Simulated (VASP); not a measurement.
Here is a VASP 6.6.1 calculation.

The input INCAR:

```
PREC = Accurate ; ENCUT = 600
EDIFF = 1E-7 ; ISMEAR = 1
SIGMA = 0.1 ; LREAL = False
LASPH = True ; NELM = 80
ALGO = Normal ; ISIF = 2
LWAVE = False ; LCHARG = False
IBRION = 2 ; NSW = 40
EDIFFG = -0.01
```

KPOINTS

```
Automatic mesh
0
Gamma
  10 10 10
```

POSCAR

```
Rb                                      
1.0
   -2.6370634350      2.6370634350      2.6370634350
    2.6370634350     -2.6370634350      2.6370634350
    2.6370634350      2.6370634350     -2.6370634350
  Rb            
     1
Direct
     0.0000000000000000    0.0000000000000000    0.0000000000000000
```

Potentials or basis: VASP PAW LDA potentials, release 64 (Rb_sv).

The run is started by

```bash
$ cat potpaw_LDA.64/Rb_sv/POTCAR > POTCAR
$ mpirun -np 1 vasp_std > vasp.out
```

**Question.** Predict the band gap on the k mesh.

**Answer.** None (metal or under the smearing width).

Final structure:
```xyz
1
Lattice="-2.6371 2.6371 2.6371 2.6371 -2.6371 2.6371 2.6371 2.6371 -2.6371" Properties=species:S:1:pos:R:3 pbc="T T T"
Rb    0.0000    0.0000    0.0000
```

Caveat: the relaxation stopped at its first step, so nothing moved.
